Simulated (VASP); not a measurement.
Wanted: the native input for a VASP 6.6.1 run.

```yaml
Task: single point
Functional: PBE
Potentials_or_basis: VASP PAW PBE potentials, release 64 (Te, Ti_sv)
Cutoff: 520 eV
k_mesh: 8 × 8 × 4
Occupations: fermi-dirac, width 0.05 eV
Spin: no spin polarisation
Dipole_correction: no
Further_INCAR_settings: ALGO = Fast; EDIFF = 1e-06; NBANDS = 19
```

The structure of TiTe2 lies in POSCAR:

```
TiTe2
1.0
    3.7770000000      0.0000000000      0.0000000000
   -1.8885000000      3.2709779501      0.0000000000
    0.0000000000      0.0000000000      6.4980000000
Te Ti
2 1
Direct
    0.3333333333      0.6666666667      0.7372000000
    0.6666666667      0.3333333333      0.2628000000
    0.0000000000      0.0000000000      0.0000000000
```

The input as run:

INCAR

```
SYSTEM = TiTe2
PREC     = Accurate       ! precision mode
ENCUT    = 520            ! plane-wave cutoff, eV
EDIFF    = 1E-6           ! SCF threshold, eV
ISMEAR   = -1             ! smearing method
SIGMA    = 0.05           ! smearing width, eV
LREAL    = .False.        ! projectors in reciprocal space
LASPH    = .True.         ! aspherical terms in the spheres
NELM     = 100            ! most SCF steps
ALGO     = Fast           ! electronic algorithm
ISIF     = 2              ! what is computed and relaxed
LWAVE    = .False.        ! write WAVECAR
LCHARG   = .False.        ! write CHGCAR
GGA      = PE             ! functional
NBANDS   = 19             ! bands
```

KPOINTS

```
regular mesh
0
Gamma
  8 8 4
  0 0 0
```

Potentials or basis: VASP PAW PBE potentials, release 64 (Te, Ti_sv).

Run with:

```bash
$ cat potpaw_PBE.64/Te/POTCAR potpaw_PBE.64/Ti_sv/POTCAR > POTCAR
$ mpirun -np 1 vasp_std > vasp.out
```

Results of the run:

The pressure is 0.9 GPa and the largest force is 0.022 eV/Å. The band gap on the k mesh is none (metal or under the smearing width).

Caveat: this functional lacks dispersion, which binds the layers, so the pressure and a relaxed spacing across them are unreliable.

It took 67 s on 1 thread of Intel(R) Xeon(R) Platinum 8488C (Sapphire Rapids), on a shared host, peak memory 0.21 GiB.
